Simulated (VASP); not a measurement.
Wanted: the native input for a VASP 6.6.1 run.

- Task: single point
- Functional: PBE
- Potentials or basis: VASP PAW PBE potentials, release 64 (Tc_pv)
- Cutoff: 520 eV
- k mesh: 14 × 14 × 14
- Occupations: gaussian, width 0.05 eV
- Spin: no spin polarisation
- Dipole correction: no
- Further INCAR settings: ALGO = Normal; EDIFF = 1e-07; NBANDS = 12

The structure of Tc lies in POSCAR:

```
Tc
1.0
    0.0000000000      1.9500000000      1.9500000000
    1.9500000000      0.0000000000      1.9500000000
    1.9500000000      1.9500000000      0.0000000000
Tc
1
Direct
    0.0000000000      0.0000000000      0.0000000000
```

This isn't the form of Tc at room conditions, which is hcp.

The input as run:

INCAR

```
  PREC = Accurate
  ENCUT = 520
  EDIFF = 1E-7
  ISMEAR = 0
  SIGMA = 0.05
  LREAL = F
  LASPH = T
  NELM = 100
  ALGO = Normal
  ISIF = 2
  LWAVE = F
  LCHARG = T
  GGA = PE
  LELF = T
  LVHAR = T
  NBANDS = 12
```

KPOINTS

```
Automatic mesh
0
Gamma
  14 14 14
```

Potentials or basis: VASP PAW PBE potentials, release 64 (Tc_pv).

Launch:

```bash
$ cat potpaw_PBE.64/Tc_pv/POTCAR > POTCAR
$ mpirun -np 1 vasp_std > vasp.out
```

Results of the run:

* Pressure: -6.9 GPa
* Band gap on the k mesh: none (metal or under the smearing width)

Wall time 15 s on 1 thread of AMD EPYC 9R14 (Zen 4), on a shared host, peak memory 0.11 GiB.
